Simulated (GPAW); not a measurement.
# HgTe (Coloradoite) (F-43m) in GPAW: a series of runs

One crystal, HgTe (Coloradoite), is run at these levels: PBEsol; tasks: eps q, optical spectrum, energy-loss spectrum.

Everything below comes from runs of GPAW 26.7.0. Logs are shortened: lines on timing, memory, paths and dates and some standing lists are left out, and cuts for length are marked. The log counts tension as positive stress, the text compression.

## (1) The crystal as given

Symmetry: F-43m, No. 216, cubic system. Conventional cell: a = 6.429 Å, b = 6.429 Å, c = 6.429 Å, α = 90.00°, β = 90.00°, γ = 90.00°. Hg (site symmetry -43m) is surrounded by 4 Te at 2.78 Å. Te (site symmetry -43m) has 4 Hg at 2.78 Å as nearest neighbours.

## (2) Eps q, PBEsol

Input file run.py:

```python
import numpy as np
from ase.dft.bandgap import bandgap
from ase.io import write
from ase.spacegroup import crystal
from gpaw import GPAW, PW, setup_paths
from gpaw.response.df import DielectricFunction

setup_paths.insert(0, '.')

# Hg 4a
# Te 4c
atoms = crystal(['Hg', 'Te'],
                basis=[[0.0, 0.0, 0.0],
                       [0.25, 0.25, 0.25]],
                spacegroup=216, setting=1,  # F-43m
                cellpar=[6.429, 6.429, 6.429, 90.0, 90.0, 90.0],
                primitive_cell=True)

calc = GPAW(mode=PW(450),
            xc='PBEsol',
            kpts={'size': (6, 6, 6), 'gamma': True},
            occupations={'name': 'fermi-dirac', 'width': 0.05},
            nbands=18,
            convergence={'density': 1e-06},
            maxiter=80,
            txt='gpaw.txt')
atoms.calc = calc
energy = atoms.get_potential_energy()
calc.write('gs.gpw')
write('result.traj', atoms)
print(f'Energy: {energy:.6f} eV')
print('Fermi level:', round(calc.get_fermi_level(), 4), 'eV')
print(f'Gap: {bandgap(calc)[0]:.4f} eV, direct: {bandgap(calc, direct=True)[0]:.4f} eV')

dense = calc.fixed_density(kpts={'size': (11, 11, 11), 'gamma': True},
                           nbands=26, convergence={'bands': 20},
                           update_fermi_level=True, txt='dense.txt')
dense.write('dense.gpw', mode='all')

df = DielectricFunction('dense.gpw', frequencies=np.array([0.0]), hilbert=False, eta=0.001,
                        ecut=30, nbands=20, txt='df.txt')
for q_c in [[0.0909090909, 0.0, 0.0], [0.1818181818, 0.0, 0.0], [0.2727272727, 0.0, 0.0], [0.4545454545, 0.0, 0.0], [0.7272727273, 0.0, 0.0], [0.9090909091, 0.0, 0.0], [0.0909090909, 0.0909090909, 0.0], [0.1818181818, 0.1818181818, 0.0], [0.2727272727, 0.2727272727, 0.0], [0.4545454545, 0.4545454545, 0.0], [0.7272727273, 0.7272727273, 0.0], [0.9090909091, 0.9090909091, 0.0]]:
    e0, e = df.get_dielectric_function(xc='RPA', q_c=q_c, filename=None)
    q = np.linalg.norm(2 * np.pi * np.array(q_c) @ atoms.cell.reciprocal())
    print(q_c, f'|q| = {q:.4f} 1/A: eps {e0[0].real:.4f} without, {e[0].real:.4f} with local fields')
```

Potentials or basis: PAW data sets generated in the run's folder for this functional, pw.

The run is started by

```console
> gpaw-setup -f PBEsol Hg Te
> OMP_NUM_THREADS=1 python run.py
```

gpaw.txt:

```text
__  _  _
 | _ |_)|_||  |
 |__||  | ||/\| - 26.7.0

Input parameters:
  mode=PW(ecut=450.00000000000006),
  convergence={'density': 1e-06},
  kpts=MonkhorstPack(size=(6, 6, 6), gamma=True),
  maxiter=80,
  nbands=18,
  occupations=Occupations(name='fermi-dirac', width=0.05),
  xc=XC(name='PBEsol')

Diagonalizing LCAO Hamiltonian
Converting LCAO to pw mode

            Te

       Hg

Atoms  # Å, Bohr magnetons
|   | symbol |        x |        y |        z |    initial magnetic moments |
|---|--------|----------|----------|----------|-----------------------------|
| 0 |     Hg | 0.000000 | 0.000000 | 0.000000 | ( 0.0000,  0.0000,  0.0000) |
| 1 |     Te | 1.607250 | 1.607250 | 1.607250 | ( 0.0000,  0.0000,  0.0000) |

Unit cell  # Å
| periodic |        x |        y |        z |  lengths |    angles |
|----------|----------|----------|----------|----------|-----------|
|      yes | 0.000000 | 3.214500 | 3.214500 | 4.545989 | 60.000000 |
|      yes | 3.214500 | 0.000000 | 3.214500 | 4.545989 | 60.000000 |
|      yes | 3.214500 | 3.214500 | 0.000000 | 4.545989 | 60.000000 |

Number of symmetries: 24
Symmetry operations  # r_c * U_cc + t_c -> r_c
|    | kind |            matrix            |
|----|------|------------------------------|
|  0 |  E   |  1, 0, 0,  0, 1, 0,  0, 0, 1 |
|  1 |  σ   |  1, 0, 0,  0, 0, 1,  0, 1, 0 |
|  2 |  σ   |  1, 0,-1,  0, 1,-1,  0, 0,-1 |
|  3 |  C3  |  1, 0,-1,  0, 0,-1,  0, 1,-1 |
|  4 |  C3  |  1,-1, 0,  0,-1, 1,  0,-1, 0 |
|  5 |  σ   |  1,-1, 0,  0,-1, 0,  0,-1, 1 |
|  6 |  σ   |  0, 1, 0,  1, 0, 0,  0, 0, 1 |
|  7 |  C3  |  0, 1, 0,  0, 0, 1,  1, 0, 0 |
|  8 |  C2  |  0, 1,-1,  1, 0,-1,  0, 0,-1 |
|  9 |  S4  |  0, 1,-1,  0, 0,-1,  1, 0,-1 |
| 10 |  C3  |  0, 0, 1,  1, 0, 0,  0, 1, 0 |
| 11 |  σ   |  0, 0, 1,  0, 1, 0,  1, 0, 0 |
| 12 |  S4  |  0, 0,-1,  1, 0,-1,  0, 1,-1 |
| 13 |  C3  |  0, 0,-1,  0, 1,-1,  1, 0,-1 |
| 14 |  S4  |  0,-1, 1,  1,-1, 0,  0,-1, 0 |
| 15 |  C2  |  0,-1, 1,  0,-1, 0,  1,-1, 0 |
| 16 |  C3  |  0,-1, 0,  1,-1, 0,  0,-1, 1 |
| 17 |  S4  |  0,-1, 0,  0,-1, 1,  1,-1, 0 |
| 18 |  S4  | -1, 1, 0, -1, 0, 1, -1, 0, 0 |
| 19 |  C3  | -1, 1, 0, -1, 0, 0, -1, 0, 1 |
| 20 |  C3  | -1, 0, 1, -1, 1, 0, -1, 0, 0 |
| 21 |  S4  | -1, 0, 1, -1, 0, 0, -1, 1, 0 |
| 22 |  σ   | -1, 0, 0, -1, 1, 0, -1, 0, 1 |
| 23 |  C2  | -1, 0, 0, -1, 0, 1, -1, 1, 0 |

BZ-sampling:
  Number of BZ points: 216
  Number of IBZ points: 16

  Monkhorst-Pack size: [6, 6, 6]
  Monkhorst-Pack shift: [0.08333333333333333, 0.08333333333333333, 0.08333333333333333]

K-points  # in reciprocal-cell coordinates
|     |                                coordinates |     weight |
|-----|--------------------------------------------|------------|
|   0 | (  0.00000000,   0.00000000,   0.00000000) | 0.00462963 |
|   1 | (  0.16666667,   0.16666667,   0.00000000) | 0.02777778 |
|   2 | (  0.16666667,   0.16666667,   0.16666667) | 0.03703704 |
|   3 | (  0.33333333,   0.16666667,   0.16666667) | 0.05555556 |
|   4 | (  0.33333333,   0.33333333,  -0.33333333) | 0.05555556 |
|   5 | (  0.33333333,   0.33333333,   0.00000000) | 0.02777778 |
|   6 | (  0.33333333,   0.33333333,   0.16666667) | 0.11111111 |
|   7 | (  0.33333333,   0.33333333,   0.33333333) | 0.03703704 |
|   8 | (  0.50000000,   0.33333333,  -0.33333333) | 0.11111111 |
|   9 | (  0.50000000,   0.33333333,  -0.16666667) | 0.05555556 |
| ... |                                            |            |
|  15 | (  0.50000000,   0.50000000,   0.50000000) | 0.01851852 |

Plane wave coefficients: 1459
Cutoff: 450.00000000000006 eV

Spin-components: 1 (collinear spins)
Bands:           18
Projectors:      11
Spin-degeneracy: 2
Datatype:        complex128

Density:
  Valence electrons: 24.0
  Components: 1
  Grid points: [24 24 24]
  Charge: 0.0  # |e|

Potential:
  Grid points: [24 24 24]

species:
  Hg:
    name:    Mercury
    Z:       80.0
    valence: 18
    core:    62
    charge:  0.0  # [|e|]
    compensation charges:
      type: gauss
      rc: 0.41  # [Å]
      lmax: 2
    cutoffs:
      filter: 2.17  # [Å]
      core: 2.06  # [Å]
    projectors
    | kind |    occ | energy [eV] | rcut [Å] |
    |------|--------|-------------|----------|
    |   6s |  2.000 |      -6.832 |    1.307 |
    |   5p |  6.000 |     -66.590 |    1.291 |
    |   6p |  0.000 |      -1.002 |    1.291 |
    |   5d | 10.000 |      -9.910 |    1.302 |
    |    s |        |      20.379 |    1.307 |
    |    d |        |      17.301 |    1.302 |

    Using partial waves for Hg as LCAO basis

  Te:
    name:    Tellurium
    Z:       52.0
    valence: 6
    core:    46
    charge:  0.0  # [|e|]
    compensation charges:
      type: gauss
      rc: 0.36  # [Å]
      lmax: 2
    cutoffs:
      filter: 2.09  # [Å]
      core: 3.17  # [Å]
    projectors
    | kind |    occ | energy [eV] | rcut [Å] |
    |------|--------|-------------|----------|
    |   5s |  2.000 |     -15.132 |    1.180 |
    |   5p |  4.000 |      -5.970 |    1.196 |
    |    s |        |      12.080 |    1.180 |
    |    p |        |      21.241 |    1.196 |
    |    d |        |       0.000 |    1.238 |

    Using partial waves for Te as LCAO basis

Reference energy: -717722.197136  # eV

eigensolver:
  PPCG
  Converge bands: occupied
  niter=2

density mixing:
  MSR1-Mixer
  Pratt-step length: 0.05
  Maximum mixing coefficient: 0.75
  Old densities: 10
  SVD Regularization: 0.005
  Good broyden scale: 1.0
  Trust region scale: 1.0
  Backstep threshold: 4.0
  History deletion threshold: 6.0
  Fourier metric: weight=20.0, sigma=0.015

occupation numbers:
  Fermi-Dirac:
    width: 0.0500  # eV

poisson solver:
  ecut: 3600.0000000000005  # eV

xc functional:
  name: PBEsol with 2 nearest neighbor stencil

convergence criteria:
- Maximum integral of absolute [dens]ity change: 1e-06 electrons / valence electron
- Maximum [total energy] change in last 3 cyles: 0.0005 eV / valence electron
- Maximum integral of absolute [eigenst]ate change: 4e-08 eV^2 / valence electron
maximum number of iterations: 80

SCF iterations
|iter     | |      energy | eigst |  dens |
|---------|-|-------------|-------|-------|
|iter:   1| |   -5.350714 | -0.11 |       |
|iter:   2| |   -5.308315 | -2.07 | -1.44 |
|iter:   3| |   -5.188684 | -2.00 | -1.48 |
|iter:   4| |   -5.197093 | -2.76 | -1.88 |
|iter:   5| |   -5.202454 | -3.10 | -2.21 |
|iter:   6| |   -5.202704c| -4.51 | -3.36 |
|iter:   7| |   -5.202747c| -5.06 | -3.73 |
|iter:   8| |   -5.202747c| -6.73 | -4.33 |
|iter:   9| |   -5.202747c| -7.31 | -4.99 |
|iter:  10| |   -5.202747c| -8.00c| -5.62 |
|iter:  11| |   -5.202747c| -8.48c| -6.38c|

Converged in 11 steps
Energy contributions relative to reference atoms: (reference = -717722.197136)

Energy contributions:
  Kinetic:          28.619376
  Coulomb:         -23.683882
  Zero:             -2.034078
  External:          0.000000
  Xc:               -8.103690
  Entropy:          -0.000945
  Spinorbit:         0.000000
  ----------------------------
  Free energy:      -5.203220
  Extrapolated:     -5.202747

dipole moment: (-27.048894, -27.048894, -27.048894)  # |e|*Ang

Fermi level: 4.588
Eigenvalues  # (at kpt = [0.000, 0.000, 0.000])
| band index |      eig [eV] | occ [0-2] |
|------------|---------------|-----------|
|          0 |       -58.992 |     2.000 |
|        ... |               |           |
|          5 |        -2.995 |     2.000 |
|          6 |        -2.995 |     2.000 |
|          7 |        -2.464 |     2.000 |
|          8 |        -2.464 |     2.000 |
|          9 |         3.905 |     2.000 |
|         10 |         4.552 |     1.346 |
|         11 |         4.552 |     1.346 |
|         12 |         4.552 |     1.346 |
|         13 |         8.738 |     0.000 |
|         14 |         8.738 |     0.000 |
|         15 |         8.738 |     0.000 |
|         16 |        10.930 |     0.000 |
|         17 |        14.252 |     0.000 |

No gap
No difference between direct/indirect transitions
# Writing to gs.gpw (mode='')
```

Wall time 2.9 min (1 thread of Arm Neoverse V1, shared host); peak memory 0.32 GiB.

The run converged, but some of its settings lie outside the range that counts as converged, so its numbers aren't taken as properties of the crystal.

Results:

```yaml
Free_energy: -5.2032 eV
Band_gap_on_the_k_mesh: none (metal or under the smearing width)
```

[end of part 1 of 2]
